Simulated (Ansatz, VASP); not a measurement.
**One calculation of Sb, two programs**

INCAR

```
SYSTEM = Sb
PREC = Accurate
ENCUT = 520
EDIFF = 1E-7
ISMEAR = -1
SIGMA = 0.1
LREAL = .False.
LASPH = .True.
NELM = 80
ALGO = Normal
ISIF = 2
LWAVE = .False.
LCHARG = .False.
GGA = B5
ALDAX = 1.0
AGGAX = 1.0
AGGAC = 1.0
ALDAC = 0.0
NBANDS = 8
```

The input KPOINTS:

```
regular mesh
0
Gamma
  13 13 13
  0 0 0
```

Contents of POSCAR:

```
Sb
1.0
   -2.0315386679      2.0315386679      2.0315386679
    2.0315386679     -2.0315386679      2.0315386679
    2.0315386679      2.0315386679     -2.0315386679
Sb
1
Direct
    0.0000000000      0.0000000000      0.0000000000
```

Input for Ansatz:

```yaml
crystal:
  lattice:
    - [-2.0315386679, 2.0315386679, 2.0315386679]
    - [2.0315386679, -2.0315386679, 2.0315386679]
    - [2.0315386679, 2.0315386679, -2.0315386679]
  atoms:
    - { symbol: Sb, position: [0.0, 0.0, 0.0] }
hamiltonian:
  xc: blyp
  pseudopotentials:
    kind: paw
    azcp:
      Sb: "pseudopotentials/Sb.paw.azcp"
basis:
  ecutwfc: 420
  fft_grid_basis: typed
kpoints:
  mp_grid: { grid: [13, 13, 13], shift: [0, 0, 0] }
magnetization:
  spin_polarized: false
scf:
  occupations: { method: fermi_dirac, width: 0.1 }
  lower_state_search: "off"
output:
  stress: true
```

Alike in both runs: task single point; functional BLYP; k mesh 13 × 13 × 13; occupations fermi-dirac, width 0.1 eV; no spin polarisation.

|  | VASP | Ansatz |
| --- | --- | --- |
| version | VASP 6.6.1 | Ansatz 0.2.0 |
| potentials or method | VASP PAW PBE potentials, release 64 (Sb) | plane waves (420 eV) with PAW, scalar-relativistic |
| plane-wave cutoff (eV) | 520 | 420 |
| valence electrons in the cell | 5 | 15 |

```csv
,VASP,Ansatz,Ansatz less VASP
pressure (GPa),-3.7,-3.8,-0.07
```

The two sets of potentials don't hold the same shells in valence.

Caveats: the PAW data sets were made with another functional, which shifts forces and pressure a little (VASP). The runs have no spin-orbit coupling, so splittings on Sb are missing.
